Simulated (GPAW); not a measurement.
MnO:

```xyz
2
Lattice="0.0000 2.2239 2.2239 2.2239 0.0000 2.2239 2.2239 2.2239 0.0000" Properties=species:S:1:pos:R:3 pbc="T T T"
Mn    0.0000    0.0000    0.0000
O     2.2239    2.2239    2.2239
```

The cell is a database's computed one.

Base run:

- Program: GPAW 26.7.0
- Functional: PBEsol
- Potentials or basis: PAW data sets generated in the run's folder for this functional
- Cutoff: 800 eV
- Basis: pw
- k mesh: 10 × 10 × 10
- Occupations: fermi-dirac, width 0.05 eV
- Spin: collinear spin, ferromagnetic start
- Starting moments: [4.0, 0.0] μB
- Hubbard terms: Mn d U = 1 eV

Its results: pressure -0.4 GPa; net moment 4.93 μB per cell; site moments Mn +4.38; O +0.17 μB.

Q: After a change of settings the same cell gave: pressure 6.1 GPa; net moment 5.00 μB per cell; site moments Mn +4.62; O +0.08 μB. Which change was it?
A. hubbard terms from Mn d U = 1 eV to Mn d U = 3 eV
B. hubbard terms from Mn d U = 1 eV to none
C. hubbard terms from Mn d U = 1 eV to Mn d U = 8 eV

A: C.

Caveats: a cell with one magnetic atom can't hold antiferromagnetic order, which such compounds often take.

Not every run made on this cell is shown here.
